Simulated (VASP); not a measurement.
# Hf (Im-3m) in VASP: further runs, part 2 of 2

VASP 6.6.1.

### 4 Relaxation of cell and atoms, r2SCAN+rVV10

INCAR reads:

```
ALGO     = Normal         # electronic algorithm
BPARAM   = 11.95        
CPARAM   = 0.0093       
EDIFF    = 1E-7           # SCF threshold, eV
EDIFFG   = -0.02          # ionic threshold
ENCUT    = 600            # plane-wave cutoff, eV
IBRION   = 2              # ionic algorithm
ISIF     = 3              # what is computed and relaxed
ISMEAR   = 1              # smearing method
IVDW_NL  = 2            
LASPH    = T              # aspherical terms in the spheres
LCHARG   = F              # write CHGCAR
LMIXTAU  = T            
LREAL    = F              # projectors in reciprocal space
LUSE_VDW = T            
LWAVE    = F              # write WAVECAR
METAGGA  = R2SCAN         # meta-GGA
NELM     = 80             # most SCF steps
NSW      = 40             # ionic steps
PREC     = Accurate       # precision mode
SIGMA    = 0.1            # smearing width, eV
```

KPOINTS reads:

```
k-points
0
Gamma
  10 10 10
```

POSCAR reads:

```
Hf
1.0
   -1.8050000000      1.8050000000      1.8050000000
    1.8050000000     -1.8050000000      1.8050000000
    1.8050000000      1.8050000000     -1.8050000000
Hf
1
Direct
    0.0000000000      0.0000000000      0.0000000000
```

Potentials or basis: VASP PAW PBE potentials, release 64 (Hf_pv).

Run with:

```
> cat potpaw_PBE.64/Hf_pv/POTCAR > POTCAR
> mpirun -np 1 vasp_std > vasp.out
```

OUTCAR:

```text
BPARAM = 11.95
   EDIFF = 1E-7
   EDIFFG = -0.02
   ENCUT = 600
   IBRION = 2
   ISIF = 3
   ISMEAR = 1
   IVDW_NL = 2
   LASPH = T
   LREAL = F
   METAGGA = R2SCAN
   NELM = 80
   NSW = 40
   PREC = Accurate

 ion  position               nearest neighbor table
   1  0.000  0.000  0.000-

  LATTYP: Found a body centered cubic cell.
 ALAT       =     3.6100000000

  Lattice vectors:

 A1 = (  -1.8050000000,   1.8050000000,   1.8050000000)
 A2 = (   1.8050000000,  -1.8050000000,   1.8050000000)
 A3 = (   1.8050000000,   1.8050000000,  -1.8050000000)

Analysis of symmetry for initial positions (statically):
=====================================================================
 Subroutine PRICEL returns:
 Original cell was already a primitive cell.

 Routine SETGRP: Setting up the symmetry group for a
 body centered cubic supercell.

 Subroutine GETGRP returns: Found 48 space group operations
 (whereof 48 operations were pure point group operations)
 out of a pool of 48 trial point group operations.

The static configuration has the point symmetry O_h .

Analysis of symmetry for dynamics (positions and initial velocities):
=====================================================================
 Subroutine PRICEL returns:
 Original cell was already a primitive cell.
[... 169 lines left out ...]
  Total       -1.0010879     -1.0010879     -1.0010879     -0.0000000      0.0000000      0.0000000
  in kB      -68.1853668    -68.1853668    -68.1853668     -0.0000000      0.0000000      0.0000000
  external PRESSURE =     -68.1853668 kB  Pullay stress =       0.0000000 kB
[... 92 lines left out ...]
--------------------------------------- Ionic step        4  -------------------------------------------

 number of electron      10.0000001 magnetization

 Free energy of the ion-electron system (eV)
  ---------------------------------------------------
  ext. energy  EPLUGINS =         0.00000000
  ---------------------------------------------------
  free energy    TOTEN  =       -44.77084057 eV

  energy without entropy =      -44.77082372  energy(sigma->0) =      -44.77083496

 E-fermi :   4.5917     XC(G=0): -12.2932

 val. band max:        4.5462740047   @ k =   0.5000   0.5000   0.1000
 cond. band min:       4.5974475626   @ k =   0.3000   0.2000  -0.0000
 fundamental gap:      0.0511735579
 Fermi energy:         4.5917185210

 k-point     1 :       0.0000    0.0000    0.0000
  band No.  band energies     occupation
      1     -26.2806      2.00000
      2     -26.2806      2.00000
      3     -26.2806      2.00000
      4      -2.8821      2.00000
      5       6.3786     -0.00000
      6       6.3786     -0.00000
      7       6.3786     -0.00000
      8       9.2655      0.00000
      9       9.2655      0.00000
[... 265 lines left out ...]
 k-point    24 :      -0.3000    0.3000    0.1000
  band No.  band energies     occupation
      1     -26.8742      2.00000
      2     -26.5018      2.00000
      3     -26.3517      2.00000
      4       0.2377      2.00000
      5       4.7995     -0.01235
      6       5.1463     -0.00000
      7       7.8442      0.00000
      8       9.4503      0.00000
      9      10.1643      0.00000

 [... further k-points ...]
[... 5 lines left out ...]
  --------------------------------------------------------------------------------------
  -------------------------------------------------------------------------------------
  Total        0.0015464      0.0015464      0.0015464      0.0000000     -0.0000000      0.0000000
  in kB        0.1130980      0.1130980      0.1130980      0.0000000     -0.0000000      0.0000000
  external PRESSURE =       0.1130980 kB  Pullay stress =       0.0000000 kB
[... 16 lines left out ...]
  FREE ENERGIE OF THE ION-ELECTRON SYSTEM (eV)
  ---------------------------------------------------
  free  energy   TOTEN  =       -44.7708405728 eV

  energy  without entropy=      -44.7708237226  energy(sigma->0) =      -44.77083496

 reached required accuracy - stopping structural energy minimisation
```

OSZICAR:

```text
N       E                     dE             d eps       ncg     rms          rms(c)
DAV:   1    -0.288315882631E+02   -0.28832E+02   -0.67821E+03   846   0.119E+03
DAV:   2    -0.473154082481E+02   -0.18484E+02   -0.17861E+02  1363   0.146E+02
DAV:   3    -0.476526395929E+02   -0.33723E+00   -0.33182E+00  1032   0.143E+01
[... 53 lines left out ...]
DAV:   5    -0.447708383436E+02    0.15345E-05   -0.10395E-06   931   0.110E-02    0.378E-03
DAV:   6    -0.447708408576E+02   -0.25139E-05   -0.16753E-06   852   0.137E-02    0.160E-03
DAV:   7    -0.447708401487E+02    0.70888E-06   -0.38271E-07   849   0.743E-03    0.336E-04
DAV:   8    -0.447708406013E+02   -0.45258E-06   -0.10334E-07   511   0.389E-03    0.112E-04
DAV:   9    -0.447708405728E+02    0.28502E-07   -0.23386E-09   426   0.686E-04
   4 F= -.44770841E+02 E0= -.44770835E+02  d E =-.364499E-01
```

CONTCAR:

```text
Hf
   1.00000000000000
    -1.7626807710467198    1.7626807710467198    1.7626807710467198
     1.7626807710467198   -1.7626807710467198    1.7626807710467198
     1.7626807710467198    1.7626807710467198   -1.7626807710467198
  Hf
     1
Direct
     0.0000000000000000    1.0000000000000000    0.0000000000000000

  0.00000000E+00  0.00000000E+00  0.00000000E+00
```

It took 7.9 min on 1 thread of AMD EPYC 7R43 (Zen 3), shared host; peak memory 0.25 GiB.

Results:

```
Free energy                            : -44.7708 eV
Relaxed volume                         : 21.91 Å³/atom
Relaxed cell                           : a = 3.053 Å, b = 3.053 Å, c = 3.053 Å, α = 109.47°, β = 109.47°, γ = 109.47°
Space group after relaxing (to 0.05 Å) : Im-3m (No. 229)
Energy gained by relaxing              : 36.4 meV/atom
Ionic steps                            : 4
Pressure after relaxing                : 0.0 GPa
Band gap on the k mesh                 : none (metal or under the smearing width)
```

Step by step:
| step | energy change (eV) | largest force (eV/Å) | pressure (GPa) | volume (Å³) |
| --- | --- | --- | --- | --- |
| 1 | 0.0000 | 0.0000 | -6.82 | 23.52 |
| 2 | 0.0105 | 0.0000 | 9.58 | 20.28 |
| 3 | -0.0364 | 0.0000 | -0.19 | 21.94 |
| 4 | -0.0364 | 0.0000 | 0.01 | 21.91 |

Final structure:
```cif
data_structure
_symmetry_space_group_name_H-M 'P 1'
_symmetry_Int_Tables_number 1
_cell_length_a 3.0531
_cell_length_b 3.0531
_cell_length_c 3.0531
_cell_angle_alpha 109.471
_cell_angle_beta 109.471
_cell_angle_gamma 109.471
_cell_volume 21.91
loop_
_atom_site_label
_atom_site_type_symbol
_atom_site_fract_x
_atom_site_fract_y
_atom_site_fract_z
_atom_site_occupancy
Hf1 Hf 0.00000 0.00000 0.00000 1
```

Caveat: the PAW data sets were made with another functional, which shifts forces and pressure a little.

### 5 Single point, RPBE

INCAR reads:

```
ALGO = Normal
EDIFF = 1E-6
ENCUT = 550
GGA = RP
ISIF = 2
ISMEAR = 0
LASPH = T
LCHARG = F
LREAL = F
LWAVE = F
NBANDS = 12
NELM = 60
PREC = Accurate
SIGMA = 0.1
```

KPOINTS is that of step 4.

POSCAR is that of step 4.

Potentials or basis: VASP PAW PBE potentials, release 64 (Hf_sv_GW).

Run with:

```
> cat potpaw_PBE.64/Hf_sv_GW/POTCAR > POTCAR
> mpirun -np 1 vasp_std > vasp.out
```

Run time: 20 s. Hardware: 1 thread of Intel Xeon Platinum 8488C (Sapphire Rapids), shared host; peak memory 0.15 GiB.

Results (log left out):

| Property | Result |
| --- | --- |
| Free energy | -12.1223 eV |
| Pressure | -2.7 GPa |
| Band gap on the k mesh | none (metal or under the smearing width) |

Levels at points of the mesh, in eV from the Fermi level:
```
           k point  band 4  band 5  band 6  band 7  band 8  band 9
(0.00, 0.00, 0.00)  -30.09   -6.86    1.51    1.51    1.51    4.14
(0.50, 0.00, 0.00)  -30.10   -3.21   -0.40    0.84    3.95    4.90
(0.50, 0.50, 0.50)  -30.58   -2.37   -2.37    6.41    6.41    6.41
```

Caveat: the PAW data sets were made with another functional, which shifts forces and pressure a little. The run has no spin-orbit coupling, so splittings on Hf are missing.

### 6 Single point, RPBE

run.py reads:

```python
from ase.calculators.vasp import Vasp
from ase.dft.bandgap import bandgap
from ase.spacegroup import crystal

atoms = crystal(
    ['Hf'],
    basis=[[0.0, 0.0, 0.0]],
    spacegroup=229,
    setting=1,
    cellpar=[3.61, 3.61, 3.61, 90.0, 90.0, 90.0],
    primitive_cell=True,
)
calc = Vasp(
    directory='calc',
    xc='rpbe',
    pp='PBE',
    setups='gw',
    prec='Accurate',
    encut=550,
    ediff=1e-06,
    ismear=0,
    sigma=0.1,
    lreal=False,
    lasph=True,
    nelm=80,
    algo='Normal',
    isif=2,
    lwave=False,
    lcharg=False,
    kpts=[10, 10, 10],
    gamma=True,
)
atoms.calc = calc

print('energy (eV):', atoms.get_potential_energy())
print('free energy (eV):', atoms.get_potential_energy(force_consistent=True))
print('forces (eV/A):')
print(atoms.get_forces())
print('stress (eV/A^3, Voigt):', atoms.get_stress())
print('Fermi level (eV):', calc.get_fermi_level())
gap, top, bottom = bandgap(calc)
print('band gap (eV):', gap, 'from (spin, k, band)', top, 'to', bottom)
```

Potentials or basis: VASP PAW PBE potentials, release 64 (Hf_sv_GW).

Run with:

```
> python run.py
```

Run time: 22 s. Hardware: 1 thread of Intel Xeon Platinum 8488C (Sapphire Rapids), shared host; peak memory 0.15 GiB.

Results (log left out):

```yaml
Free_energy: -12.1223 eV
Pressure: -2.7 GPa
Band_gap_on_the_k_mesh: none (metal or under the smearing width)
```

Levels at points of the mesh, in eV from the Fermi level:
```csv
k point,band 3,band 4,band 5,band 6,band 7,band 8,band 9,band 10
"(0.00, 0.00, 0.00)",-30.09,-30.09,-6.86,1.51,1.51,1.51,4.14,4.14
"(0.50, 0.00, 0.00)",-30.32,-30.10,-3.21,-0.40,0.84,3.95,4.90,7.17
"(0.50, 0.50, 0.50)",-30.58,-30.58,-2.37,-2.37,6.41,6.41,6.41,6.82
```

Caveat: the PAW data sets were made with another functional, which shifts forces and pressure a little.

### 7 The reference run

An earlier run on the cell as given: functional PBE; potentials or basis VASP PAW PBE potentials, release 64 (Hf_pv); cutoff 520 eV; k mesh 10 × 10 × 10; occupations fermi-dirac, width 0.05 eV; no spin polarisation.

* Pressure: -5.3 GPa
* Band gap on the k mesh: none (metal or under the smearing width)

### 8 Overview

```csv
task,level,potentials or basis,cell,cutoff (eV),smearing,gap on the mesh (eV),pressure (GPa),relaxed volume (Å³/atom)
relaxation of cell and atoms,r2SCAN,"VASP PAW PBE potentials, release 64 (Hf_pv)",relaxed,600,methfessel-paxton 0.1 eV,none,0.0,22.07
relaxation of cell and atoms,MS2,"VASP PAW PBE potentials, release 64 (Hf_pv)",relaxed,600,methfessel-paxton 0.1 eV,none,0.0,21.23
relaxation of cell and atoms,r2SCAN+rVV10,"VASP PAW PBE potentials, release 64 (Hf_pv)",relaxed,600,methfessel-paxton 0.1 eV,none,0.0,21.91
single point,RPBE,"VASP PAW PBE potentials, release 64 (Hf_sv_GW)",as given,550,gaussian 0.1 eV,none,-2.7,-
single point,PBE,"VASP PAW PBE potentials, release 64 (Hf_pv)",as given,520,fermi-dirac 0.05 eV,none,-5.3,-
```

Alike in all rows: no spin polarisation; k mesh 10 × 10 × 10.

Caveats: the PAW data sets were made with another functional, which shifts forces and pressure a little (some runs).

Absolute energies hang on the potentials; compare differences alone.
